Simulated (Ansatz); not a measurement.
Born–Oppenheimer molecular dynamics of a periodic cell of 16 atoms, HCl (start crystal HCl, start structure Fm-3m, volume 1.1 times the crystal's). It starts from a structure without forces on its atoms.

Theory: DFT PBEsol, scalar-relativistic, plane waves, PAW in Ansatz. Settings: accuracy low, cutoff 420 eV, k mesh 3x3x3, fermi-dirac smearing 0.16 eV, no spin polarisation.

* ensemble: NVT, Langevin thermostat
* time step: 0.5 fs
* steps asked: 220
* set temperature: 1800 K
* friction: 0.02 /fs
* seed: 967304

Frames 5 fs apart, positions in Å.

Velocities at 40.0 fs (Å/ps):

```
H 113.53 -110.94 65.98
Cl -0.81 -0.54 9.11
H -14.74 67.41 -0.12
Cl 4.44 7.30 -16.32
H -103.83 -74.30 135.29
Cl -8.21 -3.74 9.37
H -15.09 7.73 69.57
Cl 5.79 -6.45 9.18
H -119.37 -20.86 65.07
Cl -8.30 0.43 3.89
H -142.84 96.53 49.77
Cl -0.26 6.53 1.11
H -19.23 2.68 2.82
Cl -1.83 -3.32 -8.16
H -78.87 46.48 77.29
Cl -0.69 4.44 -1.56
```

```xyz
16
Lattice="0.0000 5.6362 5.6362 5.6362 0.0000 5.6362 5.6362 5.6362 0.0000" Properties=species:S:1:pos:R:3 time_fs=40.0 energy_less_start_eV=-21.118 T=4407
H 1.530 -2.662 0.541
Cl 2.644 2.873 3.012
H 2.582 7.291 -4.490
Cl 5.581 5.466 2.494
H -0.505 0.788 1.526
Cl 5.346 2.832 5.883
H 6.097 2.627 4.372
Cl 8.378 5.585 6.126
H -2.621 3.083 4.229
Cl 2.849 5.648 5.739
H 3.517 5.283 -0.332
Cl 5.762 8.520 5.657
H 2.450 1.278 3.542
Cl 5.195 5.415 8.078
H 5.569 5.922 9.388
Cl 8.648 8.590 8.562
16
Lattice="0.0000 5.6362 5.6362 5.6362 0.0000 5.6362 5.6362 5.6362 0.0000" Properties=species:S:1:pos:R:3 time_fs=45.0 energy_less_start_eV=-21.437 T=3635
H 1.635 -3.160 0.626
Cl 2.644 2.867 3.045
H 2.590 7.372 -4.583
Cl 5.606 5.513 2.409
H -1.148 0.484 2.141
Cl 5.319 2.811 5.925
H 5.837 2.643 4.949
Cl 8.397 5.558 6.188
H -3.059 3.029 4.291
Cl 2.822 5.664 5.754
H 3.452 5.516 -0.857
Cl 5.778 8.560 5.669
H 2.400 1.698 3.404
Cl 5.185 5.416 8.043
H 5.155 5.917 9.401
Cl 8.643 8.605 8.566
16
Lattice="0.0000 5.6362 5.6362 5.6362 0.0000 5.6362 5.6362 5.6362 0.0000" Properties=species:S:1:pos:R:3 time_fs=50.0 energy_less_start_eV=-22.272 T=4072
H 1.020 -3.412 0.360
Cl 2.649 2.863 3.047
H 2.686 6.800 -4.861
Cl 5.640 5.556 2.327
H -1.620 0.280 2.666
Cl 5.292 2.786 5.972
H 5.992 2.491 4.628
Cl 8.411 5.530 6.242
H -3.287 2.926 3.953
Cl 2.813 5.728 5.784
H 3.257 5.535 -1.024
Cl 5.821 8.605 5.683
H 2.230 1.585 3.482
Cl 5.168 5.430 8.018
H 4.653 5.775 9.045
Cl 8.649 8.612 8.600
16
Lattice="0.0000 5.6362 5.6362 5.6362 0.0000 5.6362 5.6362 5.6362 0.0000" Properties=species:S:1:pos:R:3 time_fs=55.0 energy_less_start_eV=-22.149 T=3434
H 0.727 -4.064 0.197
Cl 2.651 2.870 3.048
H 2.747 6.966 -4.538
Cl 5.642 5.587 2.248
H -1.234 -0.123 3.089
Cl 5.277 2.774 5.987
H 5.905 2.368 4.777
Cl 8.413 5.506 6.257
H -3.448 2.728 4.062
Cl 2.804 5.770 5.809
H 2.913 5.538 -0.444
Cl 5.841 8.668 5.700
H 2.147 1.430 3.485
Cl 5.159 5.442 7.987
H 4.151 5.702 9.028
Cl 8.679 8.625 8.604
16
Lattice="0.0000 5.6362 5.6362 5.6362 0.0000 5.6362 5.6362 5.6362 0.0000" Properties=species:S:1:pos:R:3 time_fs=60.0 energy_less_start_eV=-21.887 T=2880
H 0.373 -4.173 0.088
Cl 2.640 2.845 3.057
H 2.819 7.312 -4.072
Cl 5.624 5.613 2.187
H -0.487 -0.500 3.255
Cl 5.279 2.751 5.989
H 5.693 2.136 5.037
Cl 8.405 5.500 6.296
H -3.346 2.505 3.828
Cl 2.794 5.818 5.839
H 2.744 5.552 -0.920
Cl 5.875 8.683 5.733
H 2.127 1.883 3.257
Cl 5.145 5.446 7.981
H 4.061 5.592 8.665
Cl 8.728 8.639 8.600
16
Lattice="0.0000 5.6362 5.6362 5.6362 0.0000 5.6362 5.6362 5.6362 0.0000" Properties=species:S:1:pos:R:3 time_fs=65.0 energy_less_start_eV=-22.113 T=2795
H 0.108 -3.690 0.091
Cl 2.633 2.825 3.068
H 2.810 7.136 -4.042
Cl 5.616 5.638 2.133
H 0.066 -0.843 3.451
Cl 5.262 2.735 6.004
H 5.633 1.695 4.830
Cl 8.370 5.492 6.310
H -3.157 2.187 3.709
Cl 2.789 5.889 5.888
H 2.476 5.477 -0.677
Cl 5.908 8.680 5.776
H 1.629 1.626 3.257
Cl 5.152 5.451 7.987
H 3.824 5.430 8.300
Cl 8.780 8.653 8.567
16
Lattice="0.0000 5.6362 5.6362 5.6362 0.0000 5.6362 5.6362 5.6362 0.0000" Properties=species:S:1:pos:R:3 time_fs=70.0 energy_less_start_eV=-23.237 T=3217
H -0.246 -4.034 0.083
Cl 2.615 2.790 3.084
H 2.843 6.609 -4.452
Cl 5.614 5.646 2.096
H 0.409 -0.779 3.042
Cl 5.243 2.689 6.006
H 5.334 1.727 5.193
Cl 8.337 5.464 6.316
H -2.925 1.928 3.624
Cl 2.786 5.965 5.960
H 2.148 5.441 -0.466
Cl 5.937 8.708 5.820
H 1.426 1.722 3.265
Cl 5.162 5.464 7.980
H 3.729 5.281 8.086
Cl 8.833 8.673 8.511
16
Lattice="0.0000 5.6362 5.6362 5.6362 0.0000 5.6362 5.6362 5.6362 0.0000" Properties=species:S:1:pos:R:3 time_fs=75.0 energy_less_start_eV=-23.550 T=2732
H -0.327 -3.761 0.125
Cl 2.590 2.746 3.113
H 3.031 6.851 -3.893
Cl 5.602 5.663 2.067
H 0.734 -0.848 2.667
Cl 5.235 2.663 6.038
H 4.938 1.534 5.356
Cl 8.311 5.440 6.301
H -2.554 1.957 3.254
Cl 2.777 6.003 6.002
H 1.760 5.449 -0.578
Cl 5.948 8.700 5.843
H 1.622 2.249 3.224
Cl 5.174 5.480 7.973
H 4.057 5.101 7.912
Cl 8.878 8.703 8.456
16
Lattice="0.0000 5.6362 5.6362 5.6362 0.0000 5.6362 5.6362 5.6362 0.0000" Properties=species:S:1:pos:R:3 time_fs=80.0 energy_less_start_eV=-22.539 T=1771
H -0.345 -3.681 0.320
Cl 2.590 2.697 3.124
H 3.124 6.968 -3.641
Cl 5.575 5.682 2.035
H 0.991 -0.975 2.467
Cl 5.231 2.633 6.088
H 4.648 1.435 5.531
Cl 8.293 5.416 6.286
H -2.303 1.677 3.110
Cl 2.766 6.020 6.044
H 1.776 5.426 -0.137
Cl 5.952 8.700 5.840
H 1.042 2.304 3.312
Cl 5.207 5.486 7.970
H 3.838 4.910 7.764
Cl 8.910 8.734 8.404
16
Lattice="0.0000 5.6362 5.6362 5.6362 0.0000 5.6362 5.6362 5.6362 0.0000" Properties=species:S:1:pos:R:3 time_fs=85.0 energy_less_start_eV=-23.691 T=2313
H -0.620 -3.992 0.532
Cl 2.562 2.623 3.127
H 3.046 6.957 -3.871
Cl 5.544 5.692 2.019
H 0.831 -0.692 2.169
Cl 5.234 2.602 6.133
H 4.532 1.697 5.856
Cl 8.301 5.378 6.269
H -2.118 1.852 2.972
Cl 2.763 6.042 6.076
H 1.412 5.338 0.013
Cl 5.961 8.706 5.812
H 1.220 2.550 3.331
Cl 5.222 5.487 7.974
H 4.025 5.046 7.620
Cl 8.910 8.740 8.362
16
Lattice="0.0000 5.6362 5.6362 5.6362 0.0000 5.6362 5.6362 5.6362 0.0000" Properties=species:S:1:pos:R:3 time_fs=90.0 energy_less_start_eV=-24.810 T=2970
H -0.444 -3.635 0.567
Cl 2.556 2.529 3.114
H 2.797 6.847 -4.356
Cl 5.506 5.709 2.025
H 0.995 -0.777 1.994
Cl 5.247 2.601 6.162
H 4.172 1.582 5.987
Cl 8.301 5.339 6.241
H -1.867 1.961 2.948
Cl 2.752 6.067 6.116
H 1.445 5.375 0.363
Cl 5.962 8.669 5.772
H 1.328 2.895 3.363
Cl 5.226 5.516 7.978
H 4.099 5.294 7.385
Cl 8.890 8.755 8.327
16
Lattice="0.0000 5.6362 5.6362 5.6362 0.0000 5.6362 5.6362 5.6362 0.0000" Properties=species:S:1:pos:R:3 time_fs=95.0 energy_less_start_eV=-24.656 T=2814
H -0.417 -3.555 0.739
Cl 2.547 2.437 3.085
H 2.635 7.447 -4.233
Cl 5.462 5.732 2.045
H 0.962 -0.616 1.984
Cl 5.270 2.590 6.169
H 4.127 1.852 6.050
Cl 8.294 5.310 6.197
H -1.681 2.016 2.945
Cl 2.745 6.050 6.130
H 1.308 5.351 0.753
Cl 5.994 8.628 5.723
H 1.224 3.200 3.471
Cl 5.245 5.551 7.970
H 4.058 5.400 7.067
Cl 8.857 8.787 8.288
```

Of the whole run (110 fs, mean temperature of the second half 2563 K): The mean temperature of the second half is 42 % above the set value. A run of 0.11 ps of so small a system gives no equilibrium averages. Limits of this set-up: coarse k mesh, low accuracy level.

Time of the run: 19 min on 2 threads of Intel(R) Xeon(R) Platinum 8488C (Sapphire Rapids), on a shared host, peak memory 0.94 GiB.
